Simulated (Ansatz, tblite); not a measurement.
# CuI with GFN2-xTB from a Python script

These are simulated results from tblite 0.8.0, not measurements. The cell was built from a prototype and was relaxed with r2SCAN in plane waves (Ansatz 0.2.0). Not every such cell is a known phase. All runs are without spin polarisation.

The symmetry is P6_3/mmc (No. 194, hexagonal); conventional cell a = 4.376 Å, c = 7.254 Å, 30.07 Å³ an atom. Cu is surrounded by 3 I at 2.53 Å; I is surrounded by 3 Cu at 2.53 Å.

tblite solves periodic systems at the zone centre alone, so the script builds a cluster of 3×3×2 conventional cells (72 atoms), which folds in a coarse mesh of k points.

run.py reads:

```python
import json
from ase import Atoms
from ase.build import make_supercell
from ase.units import Bohr, GPa, Hartree
from tblite.interface import Calculator

atoms = Atoms(['Cu', 'Cu', 'I', 'I'],
              cell=[[4.375537, 0.0, -0.0], [-2.187769, 3.789327, 0.0], [-0.0, -0.0, 7.253794]],
              scaled_positions=[[0.333333, 0.666667, 0.25], [0.666667, 0.333333, 0.75], [0.666667, 0.333333, 0.25], [0.333333, 0.666667, 0.75]],
              pbc=True)
cluster = make_supercell(atoms, [[3, 0, 0], [0, 3, 0], [0, 0, 2]])
calc = Calculator('GFN2-xTB', cluster.numbers, cluster.positions / Bohr, lattice=cluster.cell[:] / Bohr, periodic=cluster.pbc)
calc.set('temperature', 0.02 / Hartree)
calc.set('max-iter', 150)
res = calc.singlepoint()
levels = res.get('orbital-energies') * Hartree
nv = round(res.get('orbital-occupations').sum() / 2)
cells = len(cluster) // len(atoms)
out = {'energy_per_cell': res.get('energy') * Hartree / cells, 'homo': levels[nv - 1], 'lumo': levels[nv],
       'stress': (-res.get('virial') * Hartree / cluster.get_volume() / GPa).tolist(), 'charges': res.get('charges')[:len(atoms)].tolist(), 'electrons': 2 * nv / cells}
json.dump(out, open('results.json', 'w'))
for key, value in out.items():
    print(key, value)
```

Command: `python run.py`. It took 5 s on 1 thread of Arm Neoverse V1, with other jobs on the host, peak memory 0.15 GiB.

The log:

```
------------------------------------------------------------
  cycle        total energy    energy error   density error
------------------------------------------------------------
      1     -280.6915485653  -2.8120841E+02   1.6509631E-01
      2     -281.3416273847  -6.5007882E-01   1.3826731E-01
      3     -281.3504252714  -8.7978867E-03   9.6844280E-02
      4     -281.3611035592  -1.0678288E-02   4.0818564E-02
      5     -281.3651520141  -4.0484549E-03   7.9729497E-03
      6     -281.3653076356  -1.5562153E-04   2.9184669E-03
      7     -281.3654025746  -9.4938941E-05   7.2694083E-05
      8     -281.3654026233  -4.8758238E-08   1.9555622E-05
------------------------------------------------------------

 total:                                   4.257 sec
energy_per_cell -425.3523658158299
homo -9.890440862937941
lumo -3.9305746154688186
stress [[2.1024256566343467, 7.01741084481561e-05, 2.933882699255942e-07], [7.017410844816364e-05, 2.102475765715151, -1.6938771792965406e-07], [2.9338826992264824e-07, -1.6938771794327266e-07, -0.4289709196996729]]
charges [0.14934979114348385, 0.1493476177742581, -0.1493491893526126, -0.14934729372629935]
electrons 36.0
```

The cycle table is in hartree for the whole cluster, and the lines after it are in eV (the energy for one cell). The printed stress is in GPa and positive in compression, and the pressure is its mean diagonal.

GFN2-xTB gives a gap of 5.96 eV. On the same cell, plane-wave PBE (Ansatz, 6×6×4 k points and the special points) gives a gap of 1.21 eV and r2SCAN a gap of 1.66 eV; on shared hosts these took about 10 and 22 core-seconds on the 4-atom cell, against 5 for the script. Spin-orbit coupling, left out in all these runs, can cut or reorder the gap by tenths of an eV, up to about 1 eV with Pb or Bi. xTB was fitted to molecules, so gaps, charges and pressures of solids can be far off, and the gap also depends on the size of the cluster.

The same script was run on cells scaled at fixed shape and fractional coordinates:

| volume (Å³/atom) | energy (meV/atom) | pressure (GPa, positive in compression) | gap (eV) |
| --- | --- | --- | --- |
| 26.46 | 104.0 | 8.79 | 5.78 |
| 28.26 | 31.1 | 4.35 | 5.90 |
| 30.07 | 0.0 | 1.26 | 5.96 |
| 31.87 | -1.6 | -0.88 | 5.95 |
| 33.68 | 17.3 | -2.42 | 5.85 |

A Birch-Murnaghan fit puts the minimum at 31.07 Å³/atom, 3.3 % above the given cell, with a bulk modulus of 36.5 GPa at fixed shape.

xTB was fitted mostly to molecules, and a small cluster samples few k points, so gaps, pressures and kinks along a curve can be far from a solid's.

Spin-orbit coupling is left out, which matters wherever the heavy atoms make up the band edges.
